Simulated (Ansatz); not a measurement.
GaP and its competing phases

Method: DFT PBE, scalar-relativistic, plane waves, PAW (Ansatz 0.2.0). Settings: cutoff 420 eV, Γ-centred meshes spaced at most about 0.3 Å⁻¹, and about 0.25 Å⁻¹ or finer for metals (2π included), Gaussian smearing. No spin polarisation.

The zero of energy is the elements' standard structures at the same level; no fitted shifts are applied. The references include black phosphorus.

These are static total energies at zero pressure. The reference form of P is held partly by dispersion forces, which this level lacks.

The competitors are the elements and 1 reference phase of this chemical system (from databases or known types: GaP), relaxed at the same level; other known phases may be missing.

The candidate was reached from: 4-connected net, two elements alternating.

Space group Pmmm (No. 47). a = 3.674 Å, b = 3.756 Å, c = 9.336 Å, α = 90.00°, β = 90.00°, γ = 90.00°
| atom | site | symmetry | x | y | z |
| --- | --- | --- | --- | --- | --- |
| Ga | 2t | mm2 | 0.5000 | 0.5000 | 0.1721 |
| Ga | 1c | mmm | 0.0000 | 0.0000 | 0.5000 |
| P | 2s | mm2 | 0.5000 | 0.0000 | 0.3260 |
| P | 1e | mmm | 0.0000 | 0.5000 | 0.0000 |

Task: Is it stable, and against what?

Result: Not the lowest form: another structure of the same formula lies lower. Its formation energy is 0.030 eV/atom. The lowest competing phase at this composition is this:

| phase | space group | source | share of atoms | ΔE_f (eV/atom) |
| --- | --- | --- | --- | --- |
| GaP | F-43m (No. 216) | Materials Project | 1.0000 | -0.432 |

The candidate lies 0.46 eV/atom above this phase. The candidate matches no cell in the subsets of the Crystallography Open Database and the Materials Project at hand. The margin is far too high for a likely synthesis.
